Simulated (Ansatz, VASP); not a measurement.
## Two plane-wave programs on AlN

INCAR

```
PREC = Accurate ; ENCUT = 520
EDIFF = 1E-6 ; ISMEAR = 0
SIGMA = 0.05 ; LREAL = False
LASPH = True ; NELM = 60
ALGO = Normal ; ISIF = 2
LWAVE = False ; LCHARG = False
GGA = PE ; NBANDS = 11
```

The input KPOINTS:

```
Automatic mesh
0
Gamma
  10 10 10
```

Contents of POSCAR:

```
AlN
1.0
    0.0000000000      2.1327419481      2.3460161429
    2.1327419481      0.0000000000      2.3460161429
    2.1327419481      2.1327419481      0.0000000000
Al N
1 1
Direct
    0.0000000000      0.0000000000      0.0000000000
    0.7500000000      0.7500000000      0.7500000000
```

Input for Ansatz:

```yaml
crystal:
  lattice:
    - [0.0, 2.1327419444, 2.3460161388]
    - [2.1327419444, 0.0, 2.3460161388]
    - [2.1327419444, 2.1327419444, 0.0]
  atoms:
    - { symbol: Al, position: [0.0, 0.0, 0.0] }
    - { symbol: "N", position: [0.75, 0.75, 0.75] }
basis:
  ecutwfc: 420
kpoints:
  mp_grid: { grid: [10, 10, 10] }
hamiltonian:
  xc: pbe
scf:
  occupations: { method: gaussian, width: 0.05 }
output:
  forces: true
  stress: true
  eigenvalues: true
```

Alike in both runs: task single point; functional PBE; k mesh 10 × 10 × 10; occupations gaussian, width 0.05 eV; no spin polarisation.

|  | VASP | Ansatz |
| --- | --- | --- |
| version | VASP 6.6.1 | Ansatz 0.2.0 |
| potentials or method | VASP PAW PBE potentials, release 64 (Al, N) | scalar-relativistic, plane waves, PAW |
| plane-wave cutoff (eV) | 520 | 420 |
| valence electrons in the cell | 8 | 8 |

VASP gave:

```
gap on the k mesh at the Fermi level (eV)       : 2.99
least direct gap on the mesh (eV)               : 3.75
pressure (GPa)                                  : -0.9
largest component of the traceless stress (GPa) : 11.26
```

Q: Estimate Ansatz's values.

A: gap on the k mesh at the Fermi level (eV): 3.00; least direct gap on the mesh (eV): 3.75; pressure (GPa): -0.6; largest component of the traceless stress (GPa): 11.19.

With one functional, cell and mesh, what is left measures potentials, basis and numerics.

A k mesh can miss the band edges. Expect the measured gap to be larger: semilocal functionals such as PBE lack the derivative discontinuity.
